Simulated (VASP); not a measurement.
Write the native input for VASP 6.6.1 that does the following.

| Property | Result |
| --- | --- |
| Task | single point |
| Functional | PBE-based screened hybrid |
| Potentials or basis | VASP PAW PBE potentials, release 64 (Te, Pt) |
| Cutoff | 520 eV |
| k mesh | 6 × 6 × 2 |
| Occupations | fermi-dirac, width 0.02 eV |
| Spin | no spin polarisation |
| Dipole correction | no |
| Exchange at q = 0 | truncated |
| Grid for exact exchange (PRECFOCK) | Normal |
| Share of exact exchange | 0.1 |
| Screening parameter | 0.3 |
| Further INCAR settings | ALGO = Normal; EDIFF = 1e-06; NBANDS = 18 |

The system is Te2Pt (Moncheite).

```
Te Pt
1.0
     4.03817    0.00000    0.00000
    -2.01909    3.49716    0.00000
     0.00000    0.00000    5.31094
Te Pt
2 1
Direct
  0.33333 0.66667 0.25685
  0.66667 0.33333 0.74315
  0.00000 0.00000 0.00000
```

One way to write it, as run:

POSCAR

```
Te2Pt
1.0
    4.0381735148      0.0000000000      0.0000000000
   -2.0190867574      3.4971608487      0.0000000000
    0.0000000000      0.0000000000      5.3109405973
Te Pt
2 1
Direct
    0.3333333333      0.6666666667      0.2568471022
    0.6666666667      0.3333333333      0.7431528978
    0.0000000000      0.0000000000      0.0000000000
```

INCAR.step1

```
SYSTEM = Te2Pt
  PREC = Accurate
  ENCUT = 520
  EDIFF = 1E-5
  ISMEAR = -1
  SIGMA = 0.02
  LREAL = .False.
  LASPH = .True.
  NELM = 100
  ALGO = Normal
  ISIF = 2
  LWAVE = .True.
  LCHARG = .False.
  NBANDS = 18
  GGA = PE
```

INCAR.step2

```
SYSTEM = Te2Pt
  PREC = Accurate
  ENCUT = 520
  EDIFF = 1E-6
  ISMEAR = -1
  SIGMA = 0.02
  LREAL = .False.
  LASPH = .True.
  NELM = 100
  ALGO = Normal
  ISIF = 2
  LWAVE = .False.
  LCHARG = .False.
  GGA = PE
  LHFCALC = .True.
  AEXX = 0.1
  HFSCREEN = 0.3
  PRECFOCK = Normal
  NBANDS = 18
  ISTART = 1
```

KPOINTS

```
Automatic mesh
0
Gamma
  6 6 2
  0 0 0
```

Potentials or basis: VASP PAW PBE potentials, release 64 (Te, Pt).

Run with:

```console
$ cat potpaw_PBE.64/Te/POTCAR potpaw_PBE.64/Pt/POTCAR > POTCAR
$ cp INCAR.step1 INCAR
$ mpirun -np 1 vasp_std > vasp.out
$ cp INCAR.step2 INCAR
$ mpirun -np 1 vasp_std > vasp.out
```

It gave:

* Pressure: 1.7 GPa
* Largest force: 0.038 eV/Å
* Band gap on the k mesh: none (metal or under the smearing width)

Caveat: the k mesh is coarse (spacing up to 0.59 Å⁻¹), so the values aren't converged; the PAW data sets were made with another functional, which shifts forces and pressure a little.

It took 15 min on 1 thread of Intel(R) Xeon(R) Platinum 8559C (Emerald Rapids), with other jobs on the host, peak memory 0.31 GiB.
